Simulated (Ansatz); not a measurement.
Input and command of a calculation in Ansatz (plane waves; scalar-relativistic PAW potentials unless the input names others):

```yaml
crystal:
  lattice:
    - [3.8183114612, 0.0, 0.0]
    - [0.0, 3.8183114612, 0.0]
    - [0.0, 0.0, 4.0544956752]
  atoms:
    - { symbol: Sr, position: [0.0, 0.0, 0.0] }
    - { symbol: Ti, position: [0.5, 0.5, 0.5] }
    - { symbol: O, position: [0.0, 0.5, 0.5] }
    - { symbol: O, position: [0.5, 0.0, 0.5] }
    - { symbol: O, position: [0.5, 0.5, 0.0] }
  symmetry: { detect: false }
basis:
  ecutwfc: 420
  ecutrho_ratio: 12
kpoints:
  mp_grid: { grid: [8, 8, 8] }
hamiltonian:
  xc: pbe
scf:
  occupations: { method: gaussian, width: 0.05 }
  algorithm: direct_min
output:
  forces: true
  eigenvalues: true
  stress: true
```

```bash
ansatz run input.yaml --threads 2 --pin off --max-ram 5120MiB --backend cpu --events-out ev --progress --plain --runs-dir out
```

Abridged log:
```
Pseudopotentials: kind: paw
Pseudopotential: Sr, paw, valence charge 10, recommended cutoff 420 eV (normal)
Pseudopotential: Ti, paw, valence charge 12, recommended cutoff 420 eV (normal)
Pseudopotential: O, paw, valence charge 6, recommended cutoff 420 eV (normal)
Functional definition: PBE
Crystal: 5 atoms, lattice volume = 59.113 Å³
Basis set: ecut = 420 eV, 1165 PW (Γ), exchange–correlation on 90×90×96 points (8 copies of the dense FFT grid, shifted against one another)
Bands: 25, of which v1, the nominal top of the filled ones, is band 20 counted from 1 (19 counted from 0)
Symmetry: 1 space group operations
k-points: 260 of 512 (time reversal used)
Initial density: superposition of atomic densities (neutral atoms: chi_scale 0, normalization atom), corrected by the library's trained network
Initial wavefunctions: pseudopotential atomic-orbital guess
Functional: x = pbe(κ = 0.804, μ = 0.21951497), c = pbe(β = 0.06672455)
SCF iter   1: F=—  HF=-7754.348665 eV  |F-HF|=—  |Δ(HF+E_count)|=         —  Δρ=1.92e-3  dr2=6.51e-4  ethr=1.77e-3  ⟨swp⟩=8.4  Hψ=29151  notcnv=0
SCF iter   2: F=—  HF=-7754.350403 eV  |F-HF|=—  |Δ(HF+E_count)|=   1.74e-3  Δρ=1.01e-3  dr2=5.20e-4  ethr=1.63e-6  ⟨swp⟩=5.8  Hψ=24483  notcnv=0  defer=118
SCF iter   3: F=—  HF=-7754.350260 eV  |F-HF|=—  |Δ(HF+E_count)|=   1.44e-4  Δρ=5.68e-4  dr2=1.43e-4  ethr=1.30e-6  ⟨swp⟩=4.0  Hψ=15837  notcnv=0  defer=61
SCF iter   4: F=—  HF=-7754.350222 eV  |F-HF|=—  |Δ(HF+E_count)|=   3.79e-5  Δρ=1.72e-4  dr2=2.40e-5  ethr=3.59e-7  ⟨swp⟩=2.6  Hψ=12148  notcnv=0  defer=22
SCF iter   5: F=—  HF=-7754.350216 eV  |F-HF|=—  |Δ(HF+E_count)|=   5.48e-6  Δρ=2.28e-5  dr2=1.81e-7  ethr=5.55e-10  ⟨swp⟩=4.9  Hψ=30494  notcnv=0  defer=6
SCF iter   6: F=-7754.350216 eV  HF=-7754.350216 eV  |F-HF|=1.73e-8  |Δ(HF+E_count)|=   5.99e-8  Δρ=6.54e-6  dr2=2.01e-8  ethr=4.52e-10  ⟨swp⟩=3.4  Hψ=14149  notcnv=0  defer=5
the search or the solves at the SCF's close seem to have found levels that the self-consistency loop had missed (the run counts 5). By its estimate they hold under 1e-12 electrons; where the run keeps them, the occupations were computed again with them
SCF 1 converged in 6 iterations: F = -7754.350216 eV  dr2 = 2.01e-8
  Residual-converged pass: ⟨swp⟩=4.0  Hψ=17608  notcnv=0  max |occ|·‖R‖ = 6.6e-6 eV (tolerance 6.7e-6 eV) dr2=2.37e-8  dr2_onsite=1.32e-9  max |Δocc| = 2.1e-143
SCF converged after 6 iterations
Stability not checked: this state was not tested for a lower state beside it, because a direct minimisation reached the state, and no test of it is asked (direct_minimisation; see scf.lower_state_search)
Free energy (F): -7754.350216 eV
Harris-Foulkes:  -7754.350216 eV  (|F-HF|=1.73e-8)
Internal energy: -7754.350216 eV  (E = F + TS)
E sigma→0 (E₀):  -7754.350216 eV
Fermi energy:    11.084787 eV
--- Forces (eV/Å), atoms counted from 1 ---
  atom   1  Sr    -0.00000002    -0.00000001    -0.00000004
  atom   2  Ti     0.00000003    -0.00000002     0.00000002
  atom   3  O     -0.00000002     0.00000000     0.00000000
  atom   4  O      0.00000000     0.00000001     0.00000000
  atom   5  O      0.00000000     0.00000001     0.00000000
--- Stress (GPa, compression-positive) ---
       11.376707       0.000000       0.000000
        0.000000      11.376710       0.000000
        0.000000       0.000000      -2.488091
  P = ⅓ Tr σ = 6.7551 GPa (67.551 kbar)
```

Apart from outputs and empty bands, the input differs from a reference run on usual settings in scf.algorithm: not typed → "direct_min"; basis.ecutrho_ratio: not typed → 12; crystal.symmetry: not typed → {"detect": false}. The reference, at the same geometry (not necessarily relaxed), gave pressure 6.75 GPa, largest force 0.000 eV/Å, gap on the mesh 1.78 eV. This run converged in 6 SCF iterations (reference: 6) with an energy at zero smearing within 0.01 meV/atom of the reference's, pressure 6.76 GPa, largest force 0.000 eV/Å, gap on the mesh 1.78 eV.

Time: 25 s on 2 threads of Intel(R) Xeon(R) 6975P-C (Granite Rapids) (shared host), peak memory 1.2 GiB.